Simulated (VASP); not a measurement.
Input of a VASP 6.6.1 run:

Contents of run.py:

```python
from ase.calculators.vasp import Vasp
from ase.dft.bandgap import bandgap
from ase.io import read

atoms = read('PtS2.cif', primitive_cell=True, subtrans_included=False)
calc = Vasp(
    directory='calc',
    xc='pbe',
    pp='PBE',
    setups='recommended',
    prec='Accurate',
    encut=520,
    ediff=1e-07,
    ismear=0,
    sigma=0.02,
    lreal=False,
    lasph=True,
    nelm=60,
    algo='Normal',
    isif=2,
    lwave=False,
    lcharg=False,
    kpts=[9, 9, 5],
    gamma=True,
    nbands=18,
)
atoms.calc = calc

print('energy (eV):', atoms.get_potential_energy())
print('free energy (eV):', atoms.get_potential_energy(force_consistent=True))
print('forces (eV/A):')
print(atoms.get_forces())
print('stress (eV/A^3, Voigt):', atoms.get_stress())
print('Fermi level (eV):', calc.get_fermi_level())
gap, top, bottom = bandgap(calc)
print('band gap (eV):', gap, 'from (spin, k, band)', top, 'to', bottom)
```

File PtS2.cif:

```cif
data_PtS2
_cell_length_a 3.54320000
_cell_length_b 3.54320000
_cell_length_c 5.03880000
_cell_angle_alpha 90.00000000
_cell_angle_beta 90.00000000
_cell_angle_gamma 120.00000000
_space_group_name_H-M_alt 'P-3m1'
_space_group_name_Hall '-P 3 2"'
_space_group_IT_number 164
loop_
_space_group_symop_operation_xyz
'x,y,z'
'-x,-y,-z'
'-y,x-y,z'
'y,-x+y,-z'
'-x+y,-x,z'
'x-y,x,-z'
'y,x,-z'
'-y,-x,z'
'x-y,-y,-z'
'-x+y,y,z'
'-x,-x+y,-z'
'x,x-y,z'
loop_
_atom_site_label
_atom_site_type_symbol
_atom_site_symmetry_multiplicity
_atom_site_Wyckoff_symbol
_atom_site_fract_x
_atom_site_fract_y
_atom_site_fract_z
_atom_site_occupancy
Pt1 Pt 1 a 0.0000000000 0.0000000000 0.0000000000 1
S1 S 2 d 0.6666666667 0.3333333333 0.7730000000 1
```

Potentials or basis: VASP PAW PBE potentials, release 64 (Pt, S).

Command:

```console
$ python run.py
```

Task: What does it give for the largest force?

Result: 1.213 eV/Å.

Task: Estimate the pressure.

Result: 11.1 GPa.

Forces in eV/Å, atoms in the order of the input:
```
Pt   0.000  0.000  0.000
S    0.000  0.000 -1.213
S    0.000  0.000  1.213
```

Caveat: spin-orbit coupling is left out, which moves the levels of the heavy elements; an odd mesh through Γ misses points on the zone boundary, where band edges often lie; forces of over 1 eV/Å show positions far from the minimum, so gaps and moduli don't describe the material at rest.
